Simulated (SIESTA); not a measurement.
The system is HfO2.

```
CELL_PARAMETERS angstrom
5.21946 0.00000 0.00000
0.00000 5.00476 0.00000
0.00000 0.00000 5.03269
ATOMIC_POSITIONS crystal
Hf 0.96699 0.73252 0.74144
Hf 0.53301 0.73252 0.24144
Hf 0.46699 0.26748 0.74144
Hf 0.03301 0.26748 0.24144
O 0.63213 0.92865 0.87927
O 0.86787 0.92865 0.37927
O 0.23395 0.53988 0.49229
O 0.26605 0.53988 0.99229
O 0.76605 0.46012 0.99229
O 0.73395 0.46012 0.49229
O 0.13213 0.07135 0.87927
O 0.36787 0.07135 0.37927
```

Measurements of this composition are mostly on another form, of space group No. 14.

Base run:

```yaml
Program: SIESTA 5.4.2
Functional: vdW-DF-cx
Potentials_or_basis: PseudoDojo 0.4 standard (PBE files)
Basis: DZP (energy shift 0.003 Ry; two zetas on semicore shells)
Grid_cutoff: 800 Ry
Energy_shift: 0.003 Ry
k_mesh: 5 × 6 × 5
Occupations: fermi-dirac, width 0.05 eV
Spin: no spin polarisation
```

Its results: band gap on the k mesh 4.25 eV, indirect (least direct gap 4.44 eV); pressure 6.4 GPa; largest force 0.186 eV/Å.

After a change of settings the same cell gave: band gap on the k mesh 4.37 eV, indirect (least direct gap 4.56 eV); pressure 16.7 GPa; largest force 0.202 eV/Å. Which change was it?
A. functional from vdW-DF-cx to LDA; potentials or basis from PseudoDojo 0.4 standard (PBE files) to PseudoDojo 0.4 standard (LDA files)
B. functional from vdW-DF-cx to PBEsol; potentials or basis from PseudoDojo 0.4 standard (PBE files) to PseudoDojo 0.4 standard (PBEsol files)
C. functional from vdW-DF-cx to RPBE

C.

Caveats: short orbitals over semicore shells can move pressures by several GPa; the potentials were made for another functional, which shifts forces and pressure; spin-orbit coupling is left out, which moves the levels of the heavy elements; the basis of atomic orbitals isn't converged, which shifts pressures, moduli and gaps; so large a pressure means that the cell lies far from this level's equilibrium, or that cutoff or potentials fall short (some runs).

Runs at the PBE level aren't shown here.
